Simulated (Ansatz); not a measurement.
Relaxing Nb

Level of theory: DFT PBE, scalar-relativistic, plane waves, PAW (Ansatz 0.2.0). Cutoff 420 eV, Γ-centred k mesh, Gaussian smearing, no spin polarisation in the final step.

The start is a database structure of Nb, space group P1 (No. 1).

```xyz
12
Lattice="5.3743 0.0000 0.0000 -1.5164 6.7703 0.0000 -2.2925 -2.7256 6.2343" Properties=species:S:1:pos:R:3 pbc="T T T"
Nb   -0.9933   -0.4214    3.1378
Nb    1.6359    0.5108    2.1234
Nb   -1.0250    4.5875    0.8339
Nb   -0.9690    2.0324    1.6355
Nb   -3.3846    4.2567    5.5002
Nb    1.6862    6.1326    0.3120
Nb    1.6804    3.8043    2.4544
Nb   -2.1613    1.9182    4.3501
Nb    0.5161    1.9115    4.3587
Nb   -0.5870   -0.0468    6.2238
Nb    1.9549   -0.4511    4.9213
Nb   -0.9111    4.3116    3.7664
```

Steps on the 8×6×6 mesh (12 atoms). 8 of 9 steps are shown, and the free energy counts from the last. Trial steps that were taken back and renewals of the plane-wave basis can be among the rows.

| step | ΔF (meV/atom) | V (Å³/atom) | P (GPa) | largest force component (eV/Å) |
| --- | --- | --- | --- | --- |
| 1 | 4.4 | 18.90 | -1.99 | 0.211 |
| 2 | 19.9 | 17.99 | 7.02 | 0.534 |
| 3 | 0.6 | 18.75 | -0.65 | 0.115 |
| 4 | 0.2 | 18.67 | 0.04 | 0.064 |
| 5 | 0.6 | 18.67 | 0.04 | 0.110 |
| 6 | 1.1 | 18.65 | 0.18 | 0.494 |
| 7 | 0.0 | 18.67 | 0.01 | 0.016 |
| 9 | 0.0 | 18.67 | 0.01 | 0.006 |

A final relaxation ran on a 8×6×6 mesh. The relaxed crystal, P-1 (No. 2):

```cif
data_structure
_symmetry_space_group_name_H-M 'P-1'
_symmetry_Int_Tables_number 2
_cell_length_a 5.3832
_cell_length_b 6.9281
_cell_length_c 7.0915
_cell_angle_alpha 107.472
_cell_angle_beta 108.981
_cell_angle_gamma 102.221
_cell_volume 224.09
loop_
_atom_site_label
_atom_site_type_symbol
_atom_site_symmetry_multiplicity
_atom_site_Wyckoff_symbol
_atom_site_fract_x
_atom_site_fract_y
_atom_site_fract_z
_atom_site_occupancy
Nb1 Nb 2 i 0.02733 0.07938 0.30595 1
Nb2 Nb 2 i 0.46800 0.15031 0.14715 1
Nb3 Nb 2 i 0.01324 0.66431 0.93626 1
Nb4 Nb 2 i 0.62612 0.66626 0.19783 1
Nb5 Nb 1 g 0.00000 0.50000 0.50000 1
Nb6 Nb 1 h 0.50000 0.50000 0.50000 1
Nb7 Nb 2 i 0.71978 0.18416 0.58958 1
```

```
Volume per atom                    : 18.67 Å³
Density                            : 8.26 g/cm³
Energy over the standard structure : 0.18 eV/atom
Gap on the 8×6×6 mesh              : 0 eV (a metal)
```

Energies count from the standard state of Nb at the same level.

The final run used a 8×6×6 mesh on its 12-atom cell and 0.10 eV smearing. For metals, differences of a few meV/atom aren't resolved.

A structure relaxed within its symmetry needn't be a true minimum.